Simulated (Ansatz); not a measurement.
HgTe, DFT, LDA, all-electron LAPW, scalar-relativistic (Ansatz 0.2.0), run on 1 thread of Intel(R) Xeon(R) 6975P-C (Granite Rapids) on a shared host.

The cell is COD entry 1539232, as deposited and not checked against the literature; nothing was relaxed. The listed cell was then made from it by scaling, straining or moving an atom.

Command: `ansatz run input.yaml --threads 1 --pin off --max-ram 3072MiB --backend cpu --events-out ev --progress --plain --runs-dir out`

```yaml
crystal:
  lattice:
    - [0.0, 3.126795, 3.2235]
    - [3.126795, 0.0, 3.2235]
    - [3.126795, 3.126795, 0.0]
  atoms:
    - { symbol: Hg, position: [0.0, 0.0, 0.0] }
    - { symbol: Te, position: [0.75, 0.75, 0.75] }
kpoints:
  mp_grid: { grid: [11, 11, 11] }
  band_path:
    path:
      - [0.0, 0.0, 0.0]
      - [0.5, 0.0, 0.5]
      - [0.75, 0.25, 0.5]
      - [0.5, 0.5, 0.5]
      - [0.0, 0.0, 0.0]
      - [0.5, 0.5, 0.0]
      - [0.6323875, 0.6323875, 0.264775]
      - [0.3676125, 0.3676125, 0.735225]
      - [0.0, 0.0, 0.0]
    npoints: 5
scf:
  occupations: { method: fermi_dirac, width: 0.03 }
hamiltonian:
  xc: lda
  pseudopotentials: { kind: all_electron, lapw: { basis_error: 0.0005 } }
output:
  forces: true
  stress: true
  eigenvalues: true
```

(1) How large is the problem that the program sets up?

(2) About how long does it take, and how much memory does it use?

Answers

(1) 126 irreducible k-points, 733 plane waves at Γ, 41 bands.

(2) 63 s of wall time for 7 SCF iterations, with a peak of 0.76 GiB. Times on shared machines scatter by tens of per cent.
